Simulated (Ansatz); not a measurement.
# PbS (Pm-3m) in Ansatz: further runs, part 2 of 2

Ansatz 0.2.0.

## (4) Elastic constants, PBEsol

input.yaml

```yaml
crystal:
  lattice:
    - [3.653659, 0.0, 0.0]
    - [0.0, 3.653659, 0.0]
    - [0.0, 0.0, 3.653659]
  atoms:
    - { symbol: Pb, position: [0.0, 0.0, 0.0] }
    - { symbol: S, position: [0.5, 0.5, 0.5] }
hamiltonian:
  xc: pbesol
  pseudopotentials: { kind: paw }
kpoints:
  mp_grid: { grid: [5, 5, 5] }
scf:
  occupations: { method: fermi_dirac, width: 0.05 }
output:
  forces: true
  stress: true
elastic:
  mode: relaxed_ion
  stencil: two_point
```

Potentials or basis: Ansatz PAW.

The run is started by

```bash
ansatz run input.yaml --threads 2 --pin off --max-ram 5632MiB --backend cpu --events-out ev --progress --plain --runs-dir out
```

The log of the run:

```text
Warning: RAYON_NUM_THREADS=2 ignored (pool sized by the plan → 2); use --threads N
Engine: ansatz 0.2.0, aarch64-unknown-linux-gnu
Pseudopotentials: kind: paw
Pseudopotential: Pb, paw, valence charge 14, recommended cutoff 420 eV (normal), Pb.paw.azcp
Pseudopotential: S, paw, valence charge 6, recommended cutoff 420 eV (normal), S.paw.azcp
Functional definition: PBEsol
  exchange = pbesol_x
  correlation = pbesol_c
Crystal: 2 atoms, lattice volume = 48.774 Å³
Basis set: ecut = 420 eV, 949 PW (Γ), exchange–correlation on 50×50×50 points (8 copies of the dense FFT grid, shifted against one another)
Bands: 14, of which v1, the nominal top of the filled ones, is band 10 counted from 1 (9 counted from 0)
Symmetry: 48 space group operations
Space group: Pm-3m (ITA 221), of the structure as read, at distance tolerance 3.7e-5 Å
k-points: 10 of 125
Non-local potential: Pb, projectors of the file, l = 0: 2, l = 1: 2, l = 2: 2, l = 3: 2
Non-local potential: S, projectors of the file, l = 0: 2, l = 1: 2, l = 2: 2
PAW form: soft (Blöchl's): semilocal exchange-correlation on the pseudo side does not see the compensation charge
PAW frozen core: Pb, regenerated for the run's functional, and the local potential with it (the file was generated under x = pbe(κ = 0.804, μ = 0.2195149727645171), c = pbe(β = 0.06672455060314922))
PAW frozen core: S, regenerated for the run's functional, and the local potential with it (the file was generated under x = pbe(κ = 0.804, μ = 0.2195149727645171), c = pbe(β = 0.06672455060314922))
PAW one-centre angular grid: Pb, 590 points (default); XC on 64 Gauss nodes
PAW one-centre angular grid: S, 110 points (default); XC on 64 Gauss nodes
Initial density: superposition of atomic densities (neutral atoms: chi_scale 0, normalization atom), corrected by the library's trained network
Initial wavefunctions: pseudopotential atomic-orbital guess
Functional: x = pbesol(κ = 0.804, μ = 0.12345679012345678), c = pbesol(β = 0.046)
SCF iter   1: F=—  HF=-12640.455041 eV  |F-HF|=—  |Δ(HF+E_count)|=         —  Δρ=3.39e-3  dr2=9.94e-3  ethr=1.77e-3  ⟨swp⟩=6.3  Hψ=839  notcnv=0
preconditioner: auto → none  [insulator: Δε(μ)=0.322 eV  Ē_g=15.452 eV  σ=0.050 eV  W_gap=0.92  n_scr=6 (ndim 8)  ℏωp=23.8 eV  f_vac=0.000  D(μ)=0.28/eV (n_scr^D=0)  ε∞_Penn≈3.4]
SCF iter   2: F=—  HF=-12640.451772 eV  |F-HF|=—  |Δ(HF+E_count)|=   3.27e-3  Δρ=1.55e-3  dr2=2.19e-3  ethr=4.97e-5  ⟨swp⟩=1.7  Hψ=231  notcnv=0
SCF iter   3: F=—  HF=-12640.451256 eV  |F-HF|=—  |Δ(HF+E_count)|=   5.16e-4  Δρ=1.96e-4  dr2=1.94e-5  ethr=1.10e-5  ⟨swp⟩=2.1  Hψ=169  notcnv=0
SCF iter   4: F=—  HF=-12640.451179 eV  |F-HF|=—  |Δ(HF+E_count)|=   7.65e-5  Δρ=7.23e-5  dr2=2.45e-6  ethr=9.69e-8  ⟨swp⟩=2.1  Hψ=239  notcnv=0
SCF iter   5: F=—  HF=-12640.451185 eV  |F-HF|=—  |Δ(HF+E_count)|=   5.91e-6  Δρ=2.16e-5  dr2=2.57e-7  ethr=1.22e-8  ⟨swp⟩=2.0  Hψ=240  notcnv=0
SCF iter   6: F=—  HF=-12640.451185 eV  |F-HF|=—  |Δ(HF+E_count)|=   1.09e-7  Δρ=5.52e-6  dr2=1.77e-8  ethr=1.28e-9  ⟨swp⟩=2.0  Hψ=208  notcnv=0
SCF iter   7: F=—  HF=-12640.451185 eV  |F-HF|=—  |Δ(HF+E_count)|=   7.29e-9  Δρ=1.24e-6  dr2=8.81e-10  ethr=8.86e-11  ⟨swp⟩=2.0  Hψ=221  notcnv=0
SCF iter   8: F=—  HF=-12640.451185 eV  |F-HF|=—  |Δ(HF+E_count)|=  4.22e-10  Δρ=1.24e-7  dr2=8.67e-12  ethr=4.41e-12  ⟨swp⟩=2.0  Hψ=233  notcnv=0
SCF iter   9: F=-12640.451185 eV  HF=-12640.451185 eV  |F-HF|=3.64e-12  |Δ(HF+E_count)|=  5.46e-12  Δρ=5.34e-9  dr2=1.73e-14  ethr=1.00e-12  ⟨swp⟩=3.6  Hψ=633  notcnv=0
SCF 1 converged in 9 iterations: F = -12640.451185 eV  dr2 = 1.73e-14
Crystal: 2 atoms, lattice volume = 48.676 Å³
Symmetry: 16 space group operations
k-points: 18 of 125
Initial density: handed on by an earlier stage of this run
Initial wavefunctions: those handed on with the density
iter 1 solved again at ethr=3.70e-8 eV; its pass at ethr=3.10e-3 eV (dr2=7.40e-6 eV) is discarded
[... 27 lines left out ...]
SCF iter   5: F=—  HF=-12640.451185 eV  |F-HF|=—  |Δ(HF+E_count)|=  3.64e-12  Δρ=4.34e-8  dr2=7.44e-13  ethr=6.18e-14 (applied; sched 1.00e-12)  ⟨swp⟩=2.0  Hψ=648  notcnv=0
SCF iter   6: F=-12640.451185 eV  HF=-12640.451185 eV  |F-HF|=3.64e-12  |Δ(HF+E_count)|=  3.64e-12  Δρ=8.05e-9  dr2=1.43e-14  ethr=1.00e-12  ⟨swp⟩=4.2  Hψ=1297  notcnv=0
SCF 4 converged in 6 iterations: F = -12640.451185 eV  dr2 = 1.43e-14
iter 1 solved again at ethr=4.15e-12 eV; its pass at ethr=3.10e-3 eV (dr2=8.30e-10 eV) is discarded
SCF iter   1: F=—  HF=-12640.451264 eV  |F-HF|=—  |Δ(HF+E_count)|=         —  Δρ=7.34e-6  dr2=8.64e-10  ethr=4.15e-12  ⟨swp⟩=2.6  Hψ=2690  notcnv=0
SCF iter   2: F=—  HF=-12640.451185 eV  |F-HF|=—  |Δ(HF+E_count)|=   7.94e-5  Δρ=3.67e-6  dr2=2.53e-10  ethr=4.15e-12  ⟨swp⟩=2.0  Hψ=639  notcnv=0
SCF iter   3: F=—  HF=-12640.451185 eV  |F-HF|=—  |Δ(HF+E_count)|=   1.04e-8  Δρ=4.65e-7  dr2=9.63e-12  ethr=1.27e-12  ⟨swp⟩=2.0  Hψ=457  notcnv=0
SCF iter   4: F=—  HF=-12640.451185 eV  |F-HF|=—  |Δ(HF+E_count)|=  1.55e-10  Δρ=8.68e-8  dr2=1.36e-12  ethr=4.81e-14 (applied; sched 1.00e-12)  ⟨swp⟩=2.5  Hψ=506  notcnv=0
SCF iter   5: F=-12640.451185 eV  HF=-12640.451185 eV  |F-HF|=3.64e-12  |Δ(HF+E_count)|=  1.82e-12  Δρ=1.48e-8  dr2=4.14e-14  ethr=1.00e-12  ⟨swp⟩=3.0  Hψ=1377  notcnv=0
SCF 5 converged in 5 iterations: F = -12640.451185 eV  dr2 = 4.14e-14
SCF converged after 9 iterations
Free energy (F): -12640.451185 eV
Harris-Foulkes:  -12640.451185 eV  (|F-HF|=3.64e-12)
Internal energy: -12640.449124 eV  (E = F + TS)
E sigma→0 (E₀):  -12640.450154 eV
Entropy (-TS):   -0.002061 eV (-1.030 meV/atom)
Fermi energy:    8.858567 eV
--- Per-component energies (eV) ---
  E_band       = -41.944927
  E_kinetic    = 391.830347
  E_local      = -1137.750431  (includes V_loc(G=0)·N_el)
  E_nonlocal   = 380.805234
  E_hartree    = 439.512139
  E_xc         = -314.959214
  E_vxc        = -219.683409  (∫ρ·V_xc dr)
  E_paw        = -10837.385216  (= ΣΔE_a)
  E_vpaw       = -336.170987  (= ΣTr[D̂ρ^β])
  E_aug_tail   = 0.000046  (compensation charges beyond the density's cutoff)
  E_ewald      = -1562.626095
  E_core_change = 0.124066  (= ΣΔE_core)
  E_smearing   = -0.002061  (= −TS)
  E_closure    = 0.000000  (closes the sum)
  Σ components = -12640.451185   (vs F -12640.451185, Δ=0.00e0)
--- Forces (eV/Å), atoms counted from 1 ---
  atom   1  Pb    -0.00000000     0.00000000    -0.00000000
  atom   2  S      0.00000000     0.00000000    -0.00000000
  max |Σ_I F_I| component: 9.86e-31 eV/Å
--- Stress (GPa, compression-positive) ---
       -3.169136       0.000000       0.000000
       -0.000000      -3.169136      -0.000000
        0.000000      -0.000000      -3.169136
  P = ⅓ Tr σ = -3.1691 GPa (-31.691 kbar)
--- Band table (eV; the first three rows and the last of 10) ---
  k-point 0: bands = ["-8.0562", "-8.0562", "-7.8439", "-7.8439", "-7.8439", "-4.3353", "2.0607", "7.2068", "7.2068", "7.2068", "14.1568", "14.1568", "15.2803", "15.2803"]
  k-point 1: bands = ["-8.0527", "-8.0013", "-7.8644", "-7.8644", "-7.8419", "-3.9997", "1.3838", "7.2120", "7.5280", "7.5280", "12.6685", "14.3816", "14.3816", "14.4494"]
  k-point 2: bands = ["-8.0470", "-7.9132", "-7.8972", "-7.8972", "-7.8387", "-3.2138", "0.0420", "8.0155", "8.1986", "8.1986", "9.9685", "12.9270", "12.9270", "15.1743"]
  k-point 9: bands = ["-7.9682", "-7.9580", "-7.9580", "-7.8152", "-7.8152", "-2.0961", "2.2045", "5.9672", "6.1511", "6.1511", "9.0635", "9.0635", "10.4183", "20.4168"]
--- Elastic constants: 2 strain directions × 2 members + reference (group order 48) ---
  dense FFT box of the reference and of every strained cell: 25×25×25
  strains applied: 11, 23; error gains: componentwise 1.00 (the most a stress slope's error grows in a printed constant), spectral 1.73 (1 for all six strains in a standard setting)
  C = ∂σ_k/∂η_j (tension-positive GPa; Voigt order 11 22 33 23 13 12):
       112.767     20.902     20.902     -0.000     -0.000     -0.000
        20.902    112.767     20.902     -0.000     -0.000     -0.000
        20.902     20.902    112.767     -0.000     -0.000     -0.000
        -0.000     -0.000     -0.000      3.992      0.000      0.000
        -0.000     -0.000      0.000      0.000      3.992      0.000
         0.000     -0.000      0.000      0.000      0.000      3.992
  reference stress σ⁰ (GPa):      3.169      3.169      3.169      0.000     -0.000     -0.000
  C* (energy form; C + prestress term) asymmetry max|C*_kj − C*_jk| = 7.105e-15 GPa — a small one proves nothing (zero by symmetry where the batch's group is 432, −43m or m−3m); a large one is finite-difference/SCF noise where every solve meets its electron count
  moduli (Voigt/Reuss/Hill, GPa): K = 51.52/51.52/51.52   G = 20.77/6.29/13.53   E = 37.32   ν = 0.379
  mechanically stable: yes (min eigenvalue of sym C = 3.99 GPa)
  strain η (Voigt 11):  stress-route row diagonal C_11 = 112.77 GPa, energy-path curvature d²(F+E_count+ΔE)/dδ²/Ω₀ = 112.79 GPa
         δ    σ_11 (GPa)             F (eV)   n_scf  n_hpsi   n_pw
    -2.000e-3       2.9430      -12640.4530457       7    4762    962   relax 0 steps, max|allowed force component| 1.18e-30 eV/Å
     2.000e-3       3.3940      -12640.4491872       5    4182    964   relax 0 steps, max|allowed force component| 3.45e-31 eV/Å
  strain η (Voigt 23):  stress-route row diagonal C_44 = 3.99 GPa, energy-path curvature d²(F+E_count+ΔE)/dδ²/Ω₀ = 2.40 GPa
         δ    σ_23 (GPa)             F (eV)   n_scf  n_hpsi   n_pw
    -2.000e-3      -0.0080      -12640.4511849       6    6831    962   relax 0 steps, max|allowed force component| 1.97e-30 eV/Å
     2.000e-3       0.0080      -12640.4511849       5    6117    962   relax 0 steps, max|allowed force component| 3.94e-31 eV/Å
```

elastic.tsv:

```text
# convention: tension-positive GPa; Voigt order 11 22 33 23 13 12; engineering shear strains; stresses and constants hold the Pulay correction, whose part of sigma0, of c and of each member's stress the lines and columns named pulay_correction_..._gpa give (of c_energy it is that of c and, on the columns of strains 1 to 3, that of sigma0; of a layer's constants it is that of c in the plane, times a tenth of its plane spacing in ang); where a line pulay_correction_withheld stands none holds it
[... 15 lines left out ...]
6	9.6284960718e-31	-1.1104583521e-30	1.7516230804e-46	2.4601457494e-32	1.5161818772e-64	3.9918147019e0	-9.2644447322e-17	-9.2644447322e-17	-9.2644447322e-17	2.4601457494e-32	1.5161818772e-64	3.9918147019e0	-4.8148248610e-35	-2.3761736326e-34	9.4185581634e-66	-5.6693603342e-35	-3.4940130666e-67	-9.1990630791e-3
```

elastic_members.tsv:

```text
# convention: tension-positive GPa; Voigt order 11 22 33 23 13 12; engineering shear strains; stresses and constants hold the Pulay correction, whose part of sigma0, of c and of each member's stress the lines and columns named pulay_correction_..._gpa give (of c_energy it is that of c and, on the columns of strains 1 to 3, that of sigma0; of a layer's constants it is that of c in the plane, times a tenth of its plane spacing in ang); where a line pulay_correction_withheld stands none holds it
[... 10 lines left out ...]
3	2.0000000000e-3	3.1688633326e0	3.1690546961e0	3.1690546961e0	7.9835693376e-3	0.0000000000e0	-1.2507000388e-15	-1.2640451185e4	-1.2640450153e4	5	6117	962	0	3.9443045261e-31	0.0000000000e0	-1.3987605745e-2	-1.3968551877e-2	-1.3968551877e-2	-1.8398577751e-5	8.4818524770e-21	1.3252894495e-21	2.5880091582e-6	0.0000000000e0
```

It took 3.4 s on 2 threads of Arm Neoverse V1, shared host; peak memory 0.31 GiB.

What came out:

- Free energy: -12640.4512 eV
- Pressure: -3.2 GPa
- Band gap on the k mesh: 0.38 eV, indirect (least direct gap 1.77 eV)
- Elastic constants C11, C12, C44: 113, 21, 4 GPa
- Voigt bulk modulus: 52 GPa

Elastic tensor in Voigt notation (GPa, in the Cartesian axes of the cell as first typed):
```
113  21  21   0   0   0
 21 113  21   0   0   0
 21  21 113   0   0   0
  0   0   0   4   0   0
  0   0   0   0   4   0
  0   0   0   0   0   4
```

Caveat: the cell is more than 3 GPa from zero pressure, which shifts response properties; odd divisions of the mesh miss points on the zone boundary, where band edges often lie, so the gap on the mesh can be too wide; spin-orbit coupling is left out, which as a rule narrows the gap of such compounds by several tenths of an eV; the PAW data sets come from PBE, with cores solved anew for the run's functional, which leaves a small shift of forces and pressure. A k mesh can miss the band edges.

## (5) Summary

| task | level | atoms under strain | gap on the mesh (eV) | pressure (GPa) |
| --- | --- | --- | --- | --- |
| elastic constants | PBE | relaxed | 0.46 | 0.2 |
| phonons | PBEsol | - | 0.38 | - |
| elastic constants | PBEsol | relaxed | 0.38 | -3.2 |

Alike in all rows: potentials or basis Ansatz PAW; no spin polarisation; cell as given; k mesh 5 × 5 × 5; cutoff (eV) 420; smearing fermi-dirac 0.05 eV.

On the cell as given the gap runs from 0.38 eV (PBEsol) to 0.46 eV (PBE).

Caveats: odd divisions of the mesh miss points on the zone boundary, where band edges often lie, so the gap on the mesh can be too wide; spin-orbit coupling is left out, which as a rule narrows the gap of such compounds by several tenths of an eV; the PAW data sets come from PBE, with cores solved anew for the run's functional, which leaves a small shift of forces and pressure (some runs); some modes are imaginary (some runs); the cell is more than 3 GPa from zero pressure, which shifts response properties (some runs).

Total energies depend on the potentials used, so only differences within one code and one set of settings carry meaning.
